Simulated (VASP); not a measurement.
# MoS2 (P-3m1) in VASP: a series of runs, part 2 of 2

VASP 6.6.1.

**3. Single point, HSE06**

POSCAR reads:

```
MoS2
1.0
    3.2274645616      0.0000000000      0.0000000000
   -1.6137322808      2.7950663001      0.0000000000
    0.0000000000      0.0000000000      6.3124734200
Mo S
1 2
Direct
    0.0000000000      0.0000000000      0.5000000000
    0.6666666667      0.3333333333      0.7446806800
    0.3333333333      0.6666666667      0.2553193200
```

INCAR.step1 reads:

```
SYSTEM = MoS2
  PREC = Accurate
  ENCUT = 350
  EDIFF = 1E-5
  ISMEAR = 0
  SIGMA = 0.01
  LREAL = .FALSE.
  LASPH = .TRUE.
  NELM = 100
  ALGO = Normal
  ISIF = 2
  LWAVE = .TRUE.
  LCHARG = .FALSE.
  NKRED = 2
  NBANDS = 21
  GGA = PE
```

INCAR.step2 reads:

```
SYSTEM = MoS2
  PREC = Accurate
  ENCUT = 350
  EDIFF = 1E-6
  ISMEAR = 0
  SIGMA = 0.01
  LREAL = .FALSE.
  LASPH = .TRUE.
  NELM = 100
  ALGO = Normal
  ISIF = 2
  LWAVE = .FALSE.
  LCHARG = .FALSE.
  GGA = PE
  LHFCALC = .TRUE.
  HFSCREEN = 0.2
  PRECFOCK = Fast
  NKRED = 2
  NBANDS = 21
  ISTART = 1
```

KPOINTS reads:

```
Automatic mesh
0
G
  8 8 4
  0 0 0
```

Potentials or basis: VASP PAW PBE potentials, release 64 (Mo_sv, S).

Started as:

```
cat potpaw_PBE.64/Mo_sv/POTCAR potpaw_PBE.64/S/POTCAR > POTCAR
cp INCAR.step1 INCAR
mpirun -np 1 vasp_std > vasp.out
cp INCAR.step2 INCAR
mpirun -np 1 vasp_std > vasp.out
```

OUTCAR:

```text
SYSTEM = MoS2
   PREC = Accurate
   ENCUT = 350
   EDIFF = 1E-6
   ISMEAR = 0
   LREAL = .FALSE.
   LASPH = .TRUE.
   NELM = 100
   ISIF = 2
   GGA = PE
   LHFCALC = .TRUE.
   HFSCREEN = 0.2
   PRECFOCK = Fast
   NKRED = 2
   ISTART = 1

 Found     35 irreducible k-points:

 Following reciprocal coordinates:
            Coordinates               Weight
  0.000000  0.000000  0.000000      1.000000
  0.125000  0.000000  0.000000      6.000000
  0.250000  0.000000  0.000000      6.000000
  0.375000  0.000000  0.000000      6.000000
  0.500000  0.000000  0.000000      3.000000
  0.125000  0.125000  0.000000      6.000000
   k-points           NKPTS =     35   k-points in BZ     NKDIM =    256   number of bands    NBANDS=     21
   number of dos      NEDOS =    301   number of ions     NIONS =      3
   total plane-waves  NPLWV =  16000
   dimension x,y,z NGX =    20 NGY =   20 NGZ =   40
   dimension x,y,z NGXF=    40 NGYF=   40 NGZF=   80
   ions per type =               1   2
   NGX,Y,Z   is equivalent  to a cutoff of  10.30, 10.30, 10.53 a.u.
   NGXF,Y,Z  is equivalent  to a cutoff of  20.60, 20.60, 21.07 a.u.
 SYSTEM =  MoS2
   PREC   = accura    normal or accurate (medium, high low for compatibility)
   ISTART =      1    job   : 0-new  1-cont  2-samecut
   ICHARG =      0    charge: 1-file 2-atom 10-const
   ISPIN  =      1    spin polarized calculation?
   LNONCOLLINEAR =      F non collinear calculations
   LSORBIT =      F    spin-orbit coupling
   LASPH  =      T    aspherical Exc in radial PAW
   ENCUT  =  350.0 eV  25.72 Ry    5.07 a.u.   4.92  4.92  9.63*2*pi/ulx,y,z
   NELM   =    100;   NELMIN=  2; NELMDL=  0     # of ELM steps
   EDIFF  = 0.1E-05   stopping-criterion for ELM
   LREAL  =      F    real-space projection
   EDIFFG = 0.1E-04   stopping-criterion for IOM
   NSW    =      0    number of steps for IOM
   IBRION =     -1    ionic relax: 0-MD 1-quasi-New 2-CG
   NFREE  =      0    steps in history (QN), initial steepest desc. (CG)
   ISIF   =      2    stress and relaxation
   ISYM   =      3    0-nonsym 1-usesym 2-fastsym
   POTIM  = 0.5000    time-step for ionic-motion
   TEBEG  =    0.0;   TEEND  =   0.0 temperature during run
   PSTRESS=    0.0 pullay stress
   NELECT =      26.0000    total number of electrons
   NUPDOWN=      -1.0000    fix difference up-down
   EMIN   =  10.00;   EMAX   =-10.00  energy-range for DOS
   EFERMI =   0.00;   METHOD = LEGACY
   ISMEAR =     0;   SIGMA  =   0.01  broadening in eV -4-tet -1-fermi 0-gaus
   EFERMI_NEDOS =   21; number of points for ismear=-14 and -15
   IALGO  =     38    algorithm
   IMIX   =      1    mixing-type and parameters
     AMIX     =   0.40;   BMIX     =  1.00
     AMIX_MAG =   1.60;   BMIX_MAG =  1.00
  volume/ion in A,a.u.               =      18.98       128.09
  Fermi-wavevector in a.u.,A,eV,Ry     =   1.260612  2.382212 21.621610  1.589144
  Thomas-Fermi vector in A             =   2.394113
   LORBIT       =      0    0 simple, 1 ext, 2 COOP (PROOUT), +10 PAW based schemes
   GGA     = PE    functional components
   LHFCALC =     T    Hartree Fock is set to
   PRECFOCK=fast      Normal, Fast or Accurate (Low or Medium for compatibility)
   ENCUT4O =  -1.0   cutoff for four orbital integrals eV
   NKREDX  =     2    reduce k-point grid by
   NKREDY  =     2    reduce k-point grid by
   NKREDZ  =     2    reduce k-point grid by
   AEXX    =    0.2500 exact exchange contribution
   HFSCREEN=    0.2000 screening length (either q_TF or 0.3 A-1)
   HFSCREENC=   0.2000 screening length for correlation (either q_TF or 0.3 A-1)
   ENCUTFOCK=  -1.0 apply spherical cutoff to Coloumb kernel
   IVDW    =     0    specifies the selected vdW correction
   LEPSILON=     F    determine dielectric tensor
   LRPA    =     F    only Hartree local field effects (RPA)
 non-spin polarized calculation
 Gauss-broadening in eV      SIGMA  =   0.01
  energy-cutoff  :      350.00
  volume of cell :       56.94
 maximum number of plane-waves:       865
  NGX = 12; NGY = 12; NGZ = 24

 number of electron      25.9999996 magnetization

 Free energy of the ion-electron system (eV)
  ---------------------------------------------------
  ext. energy  EPLUGINS =         0.00000000
  ---------------------------------------------------
  free energy    TOTEN  =       -25.16662651 eV

  energy without entropy =      -25.16646088  energy(sigma->0) =      -25.16654369

 E-fermi :   6.7353     XC(G=0):  -8.6176

 val. band max:        6.7284350294   @ k =   0.3750   0.2500   0.2500
 cond. band min:       6.9251067948   @ k =   0.1250   0.0000   0.0000
 fundamental gap:      0.1966717655
 Fermi energy:         6.7352757329

 k-point     1 :       0.0000    0.0000    0.0000
  band No.  band energies     occupation
      1     -59.3177      2.00000
      2     -31.9366      2.00000
      3     -31.8748      2.00000
      4     -31.8748      2.00000
      5      -9.9493      2.00000
      6      -8.3439      2.00000
[... 13 lines left out ...]
     20      17.1637      0.00000
     21      17.1637      0.00000

 k-point     2 :       0.1250    0.0000    0.0000
  band No.  band energies     occupation
      1     -59.2815      2.00000
      2     -31.9119      2.00000
      3     -31.8534      2.00000
      4     -31.8531      2.00000
      5      -9.6674      2.00000
      6      -8.2642      2.00000
[... 13 lines left out ...]
     20      16.6460      0.00000
     21      18.0229      0.00000

 k-point     3 :       0.2500    0.0000    0.0000
  band No.  band energies     occupation
      1     -59.2986      2.00000
      2     -32.0793      2.00000
      3     -31.9243      2.00000
      4     -31.8986      2.00000
      5      -9.0182      2.00000
      6      -8.1511      2.00000
[... 13 lines left out ...]
     20      15.8324      0.00000
     21      17.6855      0.00000

 k-point     4 :       0.3750    0.0000    0.0000
  band No.  band energies     occupation
      1     -59.2542      2.00000
      2     -32.1961      2.00000
      3     -31.9212      2.00000
      4     -31.7973      2.00000
      5      -8.3202      2.00000
      6      -7.7935      2.00000
[... 13 lines left out ...]
     20      15.4202      0.00000
     21      17.0821      0.00000

 k-point     5 :       0.5000    0.0000    0.0000
  band No.  band energies     occupation
      1     -59.2796      2.00000
      2     -32.2759      2.00000
      3     -31.9749      2.00000
      4     -31.8604      2.00000
      5      -8.2059      2.00000
      6      -7.4688      2.00000
[... 13 lines left out ...]
     20      15.9091      0.00000
     21      15.9600      0.00000

 k-point     6 :       0.1250    0.1250    0.0000
  band No.  band energies     occupation
      1     -59.2719      2.00000
      2     -31.9957      2.00000
      3     -31.8949      2.00000
      4     -31.8347      2.00000
      5      -9.1946      2.00000
      6      -8.1698      2.00000
[... 13 lines left out ...]
     20      16.4401      0.00000
     21      17.0995      0.00000

 [... further k-points ...]

------------------------ aborting loop because EDIFF is reached ----------------------------------------

  FORCE on cell =-STRESS in cart. coord.  units (eV):
  Direction    XX          YY          ZZ          XY          YZ          ZX
  --------------------------------------------------------------------------------------
  -------------------------------------------------------------------------------------
  Total       -1.6858718     -1.6858718     -0.8048413     -0.0000000      0.0000000      0.0000000
  in kB      -47.4331505    -47.4331505    -22.6447567     -0.0000000      0.0000000      0.0000000
  external PRESSURE =     -39.1703526 kB  Pullay stress =       0.0000000 kB

 VOLUME and BASIS-vectors are now :
 -----------------------------------------------------------------------------
  energy-cutoff  :      350.00
  volume of cell :       56.94
      direct lattice vectors                 reciprocal lattice vectors
     3.227464562  0.000000000  0.000000000     0.309840737  0.178886633  0.000000000
    -1.613732281  2.795066300  0.000000000     0.000000000  0.357773266  0.000000000
     0.000000000  0.000000000  6.312473420     0.000000000  0.000000000  0.158416509

 POSITION                                       TOTAL-FORCE (eV/Angst)
 -----------------------------------------------------------------------------------
      0.00000      0.00000      3.15624        -0.000000      0.000000      0.000000
      1.61373      0.93169      4.70078         0.000000     -0.000000     -0.263303
     -0.00000      1.86338      1.61170         0.000000      0.000000      0.263303
 -----------------------------------------------------------------------------------
    total drift:                               -0.000000      0.000000      0.000000

  FREE ENERGIE OF THE ION-ELECTRON SYSTEM (eV)
  ---------------------------------------------------
  free  energy   TOTEN  =       -25.1666265086 eV

  energy  without entropy=      -25.1664608793  energy(sigma->0) =      -25.16654369
```

Wall time 5.3 min (1 thread of AMD EPYC 9R45 (Zen 5), shared host); peak memory 0.25 GiB.

These settings aren't checked as converged: the numbers below hold their error.

Results:

| Property | Result |
| --- | --- |
| Free energy | -25.1666 eV |
| Pressure | -3.9 GPa |
| Largest force | 0.263 eV/Å |
| Band gap on the k mesh | none (metal or under the smearing width) |

Caveat: the PAW data sets were made with another functional, which shifts forces and pressure a little; this functional lacks dispersion, which binds the layers, so the pressure and a relaxed spacing across them are unreliable.

**4. The reference run**

An earlier run on the cell as given: functional PBE; potentials or basis VASP PAW PBE potentials, release 64 (Mo_sv, S); cutoff 520 eV; k mesh 9 × 9 × 4; occupations fermi-dirac, width 0.05 eV; no spin polarisation.

* Pressure: 1.0 GPa
* Largest force: 0.276 eV/Å
* Band gap on the k mesh: none (metal or under the smearing width)
